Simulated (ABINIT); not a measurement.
# CaSe (Fm-3m) in ABINIT: single point with PBE

Aim: the single point of CaSe with PBE.

Program: ABINIT 10.8.3 (patched build). These are calculated values, not measurements. Logs are shortened: lines on timing, memory, paths and dates and some standing lists are left out, and cuts for length are marked. The log counts tension as positive stress, the text compression.

**Measured values to compare with.**

A printed reference work, monograph, original work of 1988 reports, for a bulk crystal of CaSe at 2 K: band gap 3.85 eV (indirect).

The runs below are set against these values where they give the same quantity.

### Step 1. The crystal as given

It takes space group Fm-3m (No. 225, cubic). Conventional cell: a = 5.912 Å, b = 5.912 Å, c = 5.912 Å, α = 90.00°, β = 90.00°, γ = 90.00°. Se (site symmetry m-3m) has 6 Ca at 2.96 Å as nearest neighbours. Ca (site symmetry m-3m) has 6 Se at 2.96 Å as nearest neighbours.

### Step 2. Single point, PBE

Input file run.abi:

```
# Pseudopotentials
pp_dirpath "./"
pseudos "Se.upf, Ca.upf"

# Structure
acell 3*1.0 Angstrom
rprim
     0.0000000000     2.9560000000     2.9560000000
     2.9560000000     0.0000000000     2.9560000000
     2.9560000000     2.9560000000     0.0000000000
ntypat 2
znucl 34 20
natom 2
typat 1 2
xred
     0.5000000000     0.5000000000     0.5000000000
     0.0000000000     0.0000000000     0.0000000000

# Plane-wave basis
ecut 40.0

# k points
kptopt 1
ngkpt 6 6 6
nshiftk 1
shiftk 0.0 0.0 0.0

# Exchange and correlation
ixc 11

# Bands and occupations
nband 17
occopt 3
tsmear 0.05 eV

# SCF cycle
nstep 100
tolvrs 1.0e-10

# Output
iomode 3
prtwf 0
prtden 0
prteig 0
prtebands 0
enunit 1
```

Potentials or basis: PseudoDojo NC SR PBE v0.4.1 standard.

Command:

```sh
mpirun --bind-to none -np 4 abinit run.abi > log 2>&1
```

run.abo:

```text
.Version 10.8.3 of ABINIT
 Symmetries : space group Fm -3 m (#225); Bravais cF (face-center cubic)
================================================================================
 Values of the parameters that define the memory need of the present run
     intxc =       0    ionmov =       0      iscf =       7    lmnmax =       6
     lnmax =       6     mgfft =      48  mpssoang =       3    mqgrid =    3001
     natom =       2  nloc_mem =       1    nspden =       1   nspinor =       1
    nsppol =       1      nsym =      48    n1xccc =    2501    ntypat =       2
    occopt =       3   xclevel =       2
       mpw =        4241          nfft =      110592          nkpt =          16
================================================================================
================================================================================

--------------------------------------------------------------------------------
------------- Echo of variables that govern the present computation ------------
--------------------------------------------------------------------------------
 -outvars: echo values of preprocessed input variables --------
            acell      1.8897261259E+00  1.8897261259E+00  1.8897261259E+00 Bohr
              amu      7.89600000E+01  4.00780000E+01
             ecut      4.00000000E+01 Hartree
           enunit           1
              ixc          11
         kptrlatt        6    0    0      0    6    0      0    0    6
          kptrlen      4.73990399E+01
            natom           2
            nband          17
            ngfft          48      48      48
             nkpt          16
            nstep         100
             nsym          48
           ntypat           2
           occopt           3
           prtden           0
        prtebands           0
           prteig           0
            prtwf           0
            rprim      0.0000000000E+00  2.9560000000E+00  2.9560000000E+00
                       2.9560000000E+00  0.0000000000E+00  2.9560000000E+00
                       2.9560000000E+00  2.9560000000E+00  0.0000000000E+00
          spgroup         225
           tolvrs      1.00000000E-10
           tsmear      1.83746611E-03 Hartree
            typat      1  2
           xangst      2.9560000000E+00  2.9560000000E+00  2.9560000000E+00
                       0.0000000000E+00  0.0000000000E+00  0.0000000000E+00
            xcart      5.5860304282E+00  5.5860304282E+00  5.5860304282E+00
                       0.0000000000E+00  0.0000000000E+00  0.0000000000E+00
             xred      5.0000000000E-01  5.0000000000E-01  5.0000000000E-01
                       0.0000000000E+00  0.0000000000E+00  0.0000000000E+00
            znucl       34.00000   20.00000

================================================================================

 chkinp: Checking input parameters for consistency.

================================================================================
== DATASET  1 ==================================================================

--- !DatasetInfo
iteration_state: {dtset: 1, }
dimensions: {natom: 2, nkpt: 16, mband: 17, nsppol: 1, nspinor: 1, nspden: 1, mpw: 4241, }
cutoff_energies: {ecut:  40.0, pawecutdg:  -1.0, }
electrons: {nelect:   2.60000000E+01, charge:   0.00000000E+00, occopt:   3.00000000E+00, tsmear:   1.83746611E-03, }
meta: {optdriver: 0, ionmov: 0, optcell: 0, iscf: 7, paral_kgb: 0, }
...

 Exchange-correlation functional for the present dataset will be:
  GGA: Perdew-Burke-Ernzerhof functional - ixc=11
  J.P.Perdew, K.Burke, M.Ernzerhof, PRL 77, 3865 (1996)

 Real(R)+Recip(G) space primitive vectors, cartesian coordinates (Bohr,Bohr^-1):
 R(1)=  0.0000000  5.5860304  5.5860304  G(1)= -0.0895090  0.0895090  0.0895090
 R(2)=  5.5860304  0.0000000  5.5860304  G(2)=  0.0895090 -0.0895090  0.0895090
 R(3)=  5.5860304  5.5860304  0.0000000  G(3)=  0.0895090  0.0895090 -0.0895090
 Unit cell volume ucvol=  3.4861004E+02 bohr^3
 Angles (23,13,12)=  6.00000000E+01  6.00000000E+01  6.00000000E+01 degrees

 getcut: wavevector=  0.0000  0.0000  0.0000  ngfft=  48  48  48
         ecut(hartree)=     40.000   => boxcut(ratio)=   2.13416

--- Pseudopotential description ------------------------------------------------
- pspini: atom type   1  psp file is ./Se.upf
12 -101130 2 -1 1214                          pspcod,pspxc,lmax,lloc,mmax
     nproj     2     2     2

- pspini: atom type   2  psp file is ./Ca.upf
12 -101130 2 -1 1766                          pspcod,pspxc,lmax,lloc,mmax
     nproj     2     2     2

   1.08856899E+03                                ecore*ucvol(ha*bohr**3)
--------------------------------------------------------------------------------

================================================================================

--- !BeginCycle
iteration_state: {dtset: 1, }
solver: {iscf: 7, nstep: 100, nline: 4, wfoptalg: 0, }
tolerances: {tolvrs: 1.00E-10, }
...

     iter   Etot(hartree)      deltaE(h)  residm     vres2
 ETOT  1  -159.15187467274    -1.592E+02 1.736E+00 2.254E+01
 ETOT  2  -160.08791726684    -9.360E-01 2.824E-02 1.044E+02
 ETOT  3  -160.09450562088    -6.588E-03 1.437E-02 3.332E+01
 ETOT  4  -160.09758597896    -3.080E-03 1.261E-02 2.104E-02
 ETOT  5  -160.09760589063    -1.991E-05 4.579E-03 8.100E-03
 ETOT  6  -160.09760693189    -1.041E-06 5.682E-03 2.552E-03
 ETOT  7  -160.09760718073    -2.488E-07 2.869E-03 1.433E-04
 ETOT  8  -160.09760719565    -1.492E-08 3.719E-03 4.401E-06
 ETOT  9  -160.09760719640    -7.436E-10 1.825E-03 2.450E-07
 ETOT 10  -160.09760719645    -5.227E-11 3.029E-03 3.706E-09
 ETOT 11  -160.09760719644     8.669E-12 1.559E-03 6.514E-10
 ETOT 12  -160.09760719644    -1.620E-12 1.748E-03 1.847E-11

 At SCF step   12       vres2   =  1.85E-11 < tolvrs=  1.00E-10 =>converged.

 Cartesian components of stress tensor (hartree/bohr^3)
  sigma(1 1)= -3.50918293E-05  sigma(3 2)=  0.00000000E+00
  sigma(2 2)= -3.50918293E-05  sigma(3 1)=  0.00000000E+00
  sigma(3 3)= -3.50918293E-05  sigma(2 1)=  0.00000000E+00

--- !ResultsGS
iteration_state: {dtset: 1, }
comment   : Summary of ground state results
lattice_vectors:
- [  0.0000000,   5.5860304,   5.5860304, ]
- [  5.5860304,   0.0000000,   5.5860304, ]
- [  5.5860304,   5.5860304,   0.0000000, ]
lattice_lengths: [   7.89984,    7.89984,    7.89984, ]
lattice_angles: [ 60.000,  60.000,  60.000, ] # degrees, (23, 13, 12)
lattice_volume:   3.4861004E+02
convergence: {deltae: -1.620E-12, res2:  1.847E-11, residm:  1.748E-03, diffor: null, }
etotal    :  -1.60097607E+02
entropy   :   0.00000000E+00
fermie    :   1.89678004E-01
cartesian_stress_tensor: # hartree/bohr^3
- [ -3.50918293E-05,   0.00000000E+00,   0.00000000E+00, ]
- [  0.00000000E+00,  -3.50918293E-05,   0.00000000E+00, ]
- [  0.00000000E+00,   0.00000000E+00,  -3.50918293E-05, ]
pressure_GPa:   1.0324E+00
xred      :
- [  5.0000E-01,   5.0000E-01,   5.0000E-01, Se]
- [  0.0000E+00,   0.0000E+00,   0.0000E+00, Ca]
cartesian_forces: # hartree/bohr
- [ -0.00000000E+00,  -0.00000000E+00,  -0.00000000E+00, ]
- [ -0.00000000E+00,  -0.00000000E+00,  -0.00000000E+00, ]
force_length_stats: {min:   0.00000000E+00, max:   0.00000000E+00, mean:   0.00000000E+00, }
...

 Integrated electronic density in atomic spheres:
 ------------------------------------------------
 Atom  Sphere_radius  Integrated_density
    1        2.00000         13.29865641
    2        2.00000          7.59181677
================================================================================

 ----iterations are completed or convergence reached----

 Mean square residual over all n,k,spin=   17.380E-06; max=  17.477E-04
 reduced coordinates (array xred) for    2 atoms
       0.500000000000      0.500000000000      0.500000000000
       0.000000000000      0.000000000000      0.000000000000
 rms dE/dt=  0.0000E+00; max dE/dt=  0.0000E+00; dE/dt below (all hartree)
    1       0.000000000000      0.000000000000      0.000000000000
    2       0.000000000000      0.000000000000      0.000000000000

 cartesian coordinates (angstrom) at end:
    1      2.95600000000000     2.95600000000000     2.95600000000000
    2      0.00000000000000     0.00000000000000     0.00000000000000

 cartesian forces (hartree/bohr) at end:
    1     -0.00000000000000    -0.00000000000000    -0.00000000000000
    2     -0.00000000000000    -0.00000000000000    -0.00000000000000
 frms,max,avg= 0.0000000E+00 0.0000000E+00   0.000E+00  0.000E+00  0.000E+00 h/b

 cartesian forces (eV/Angstrom) at end:
    1     -0.00000000000000    -0.00000000000000    -0.00000000000000
    2     -0.00000000000000    -0.00000000000000    -0.00000000000000
 frms,max,avg= 0.0000000E+00 0.0000000E+00   0.000E+00  0.000E+00  0.000E+00 e/A
 length scales=  1.889726125908  1.889726125908  1.889726125908 bohr
              =  1.000000000000  1.000000000000  1.000000000000 angstroms
 Fermi (or HOMO) energy (eV) =   5.16140   Average Vxc (eV)=  -9.53540
 Eigenvalues (   eV  ) for nkpt=  16  k points:
 kpt#   1, nband= 17, wtk=  0.00463, kpt=  0.0000  0.0000  0.0000 (reduced coord)
 -41.78839  -41.78839  -41.78048  -41.78048  -41.78048  -35.63092  -16.61575  -16.61575
 -16.61575   -7.65715    4.14689    4.14689    4.14689    7.50020    7.85555    7.85646
   7.87117
 prteigrs : prtvol=0 or 1, do not print more k-points.

--- !EnergyTerms
iteration_state     : {dtset: 1, }
comment             : Components of total free energy in Hartree
kinetic             :  9.16832139092661E+01
hartree             :  4.53777888542651E+01
xc                  : -3.16216740330076E+01
Ewald energy        : -8.86553272043264E+01
psp_core            :  3.12259795389196E+00
local_psp           : -1.30258931224919E+02
non_local_psp       : -4.97452754516081E+01
internal            : -1.60097607196438E+02
'-kT*entropy'       : -3.36615461520108E-12
total_energy        : -1.60097607196441E+02
total_energy_eV     : -4.35647782647971E+03
band_energy         : -2.16075736297370E+01
...

 Cartesian components of stress tensor (hartree/bohr^3)
  sigma(1 1)= -3.50918293E-05  sigma(3 2)=  0.00000000E+00
  sigma(2 2)= -3.50918293E-05  sigma(3 1)=  0.00000000E+00
  sigma(3 3)= -3.50918293E-05  sigma(2 1)=  0.00000000E+00

-Cartesian components of stress tensor (GPa)         [Pressure=  1.0324E+00 GPa]
- sigma(1 1)= -1.03243726E+00  sigma(3 2)=  0.00000000E+00
- sigma(2 2)= -1.03243726E+00  sigma(3 1)=  0.00000000E+00
- sigma(3 3)= -1.03243726E+00  sigma(2 1)=  0.00000000E+00

== END DATASET(S) ==============================================================
================================================================================

 -outvars: echo values of variables after computation  --------
            acell      1.8897261259E+00  1.8897261259E+00  1.8897261259E+00 Bohr
           etotal     -1.6009760720E+02
            fcart     -0.0000000000E+00 -0.0000000000E+00 -0.0000000000E+00
                      -0.0000000000E+00 -0.0000000000E+00 -0.0000000000E+00
            rprim      0.0000000000E+00  2.9560000000E+00  2.9560000000E+00
                       2.9560000000E+00  0.0000000000E+00  2.9560000000E+00
                       2.9560000000E+00  2.9560000000E+00  0.0000000000E+00
           strten     -3.5091829285E-05 -3.5091829285E-05 -3.5091829285E-05
                       0.0000000000E+00  0.0000000000E+00  0.0000000000E+00
           xangst      2.9560000000E+00  2.9560000000E+00  2.9560000000E+00
                       0.0000000000E+00  0.0000000000E+00  0.0000000000E+00
             xred      5.0000000000E-01  5.0000000000E-01  5.0000000000E-01
                       0.0000000000E+00  0.0000000000E+00  0.0000000000E+00
 Calculation completed.
```

It took 13 s on 4 MPI ranks of Arm Neoverse V2, shared host; peak memory 0.36 GiB.

What came out:

- Free energy: -4356.4778 eV
- Pressure: 1.0 GPa
- Band gap on the k mesh: 2.03 eV, indirect (least direct gap 2.96 eV)
- Valence electrons inside the program's atomic spheres: Se 13.30; Ca 7.59

### Step 3. Against experiment

Step 2. Against the measured gap of CaSe, 3.85 eV (indirect; 2 K; a printed reference work, monograph, original work of 1988), the calculated 2.03 eV is off by -1.82 eV. Spin-orbit coupling on Se is left out. The value is that of PBE on a finite k mesh, which can miss the band edges, without temperature or zero-point motion. Semilocal functionals fall short of measured gaps as a rule.
